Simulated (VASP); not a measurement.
# Re: intraband terms of a metal's spectrum

Re, R-3m (no. 166), 3 atoms in the cell. PBE, independent-particle dielectric function; PAW potentials Re (PBE set).

## Input

INCAR.step1:
```
SYSTEM = Re
  EDIFF = 1E-7
  ENCUT = 260
  ISMEAR = 1
  KPAR = 4
  LASPH = .TRUE.
  LCHARG = .TRUE.
  LMAXMIX = 4
  LWAVE = .FALSE.
  PREC = Accurate
  SIGMA = 0.1
```

INCAR.step2:
```
SYSTEM = Re
  CSHIFT = 0.1
  EDIFF = 1E-6
  ENCUT = 260
  ICHARG = 11
  ISMEAR = 0
  KPAR = 4
  LASPH = .TRUE.
  LCHARG = .FALSE.
  LMAXMIX = 4
  LWAVE = .TRUE.
  NBANDS = 32
  NEDOS = 3000
  OMEGAMAX = 30
  PREC = Accurate
  SIGMA = 0.3
```

INCAR.step3, as INCAR.step2 but for:
```
- LWAVE = .TRUE.
+ ALGO = None
+ ISTART = 1
+ LOPTICS = .TRUE.
+ LWAVE = .FALSE.
+ NELM = 1
```

INCAR.step4, as INCAR.step3 but for:
```
+ WPLASMAI = 0.03
```

INCAR.step5 to INCAR.step6 change the same tag again: WPLASMAI = 0.1, 0.3.

INCAR.step7, as INCAR.step6 but for:
```
- WPLASMAI = 0.3
+ RTIME = 5
```

INCAR.step8, as INCAR.step7 but for:
```
- RTIME = 5
+ RTIME = 1
```

INCAR.step9, as INCAR.step8 but for:
```
- RTIME = 1
+ LNABLA = .TRUE.
```

INCAR.step10, as INCAR.step9 but for:
```
- ISMEAR = 0
- LNABLA = .TRUE.
+ ISMEAR = -5
```

KPOINTS.step1:
```
k-points
0
Gamma
  11 11 11
```

KPOINTS.step2:
```
k-points
0
Gamma
  9 9 9
```

POSCAR:
```
Re
1.0
    1.3839231524      0.7990084046      6.6986080885
   -1.3839231524      0.7990084046      6.6986080885
    0.0000000000     -1.5980168092      6.6986080885
Re
3
Direct
    0.7778261200      0.7778261200      0.7778261200
    0.2221738800      0.2221738800      0.2221738800
    0.0000000000      0.0000000000      0.0000000000
```

Commands (each step's output is kept before the next begins):
```
cat potpaw_PBE.64/Re/POTCAR > POTCAR
cp INCAR.step1 INCAR
cp KPOINTS.step1 KPOINTS
mpirun -np 4 vasp_std > vasp.out
cp INCAR.step2 INCAR
cp KPOINTS.step2 KPOINTS
mpirun -np 4 vasp_std > vasp.out
cp INCAR.step3 INCAR
mpirun -np 4 vasp_std > vasp.out
cp INCAR.step4 INCAR
mpirun -np 4 vasp_std > vasp.out
cp INCAR.step5 INCAR
mpirun -np 4 vasp_std > vasp.out
cp INCAR.step6 INCAR
mpirun -np 4 vasp_std > vasp.out
cp INCAR.step7 INCAR
mpirun -np 4 vasp_std > vasp.out
cp INCAR.step8 INCAR
mpirun -np 4 vasp_std > vasp.out
cp INCAR.step9 INCAR
mpirun -np 4 vasp_std > vasp.out
cp INCAR.step10 INCAR
mpirun -np 4 vasp_std > vasp.out
```

## Result

- Bands: 32

One ground state, settings moved in the last step alone:

| Settings | Plasma frequency (eV) | Im ε at 0.5 eV | Im ε at 1 eV | Im ε at 2 eV | Im ε at 4 eV | Time (s) |
|---|---|---|---|---|---|---|
| interband part alone | 6.77 | 73.3 | 48.0 | 31.7 | 21.5 | 15 |
| Drude term, WPLASMAI 0.03 | 6.77 | 84.3 | 49.4 | 31.9 | 21.6 | 14 |
| Drude term, WPLASMAI 0.1 | 6.77 | 108.6 | 52.6 | 32.3 | 21.6 | 12 |
| Drude term, WPLASMAI 0.3 | 6.77 | 154.2 | 60.6 | 33.4 | 21.7 | 10 |
| relaxation time RTIME 5 fs | 6.77 | 118.5 | 54.0 | 32.5 | 21.6 | 11 |
| relaxation time RTIME 1 fs | 6.77 | 161.6 | 69.1 | 35.1 | 22.0 | 11 |
| transversal form (LNABLA) | 6.21 | 60.4 | 39.0 | 25.3 | 18.0 | 14 |
| tetrahedron method | – | – | – | – | – | no result |

Limits: Spin-orbit coupling is left out, which can matter with atoms this heavy.

VASP 6.6.1 took 229 s on 4 cores (Intel Xeon Platinum 8259CL @ 2.50GHz (Skylake/Cascade Lake)), a shared host.
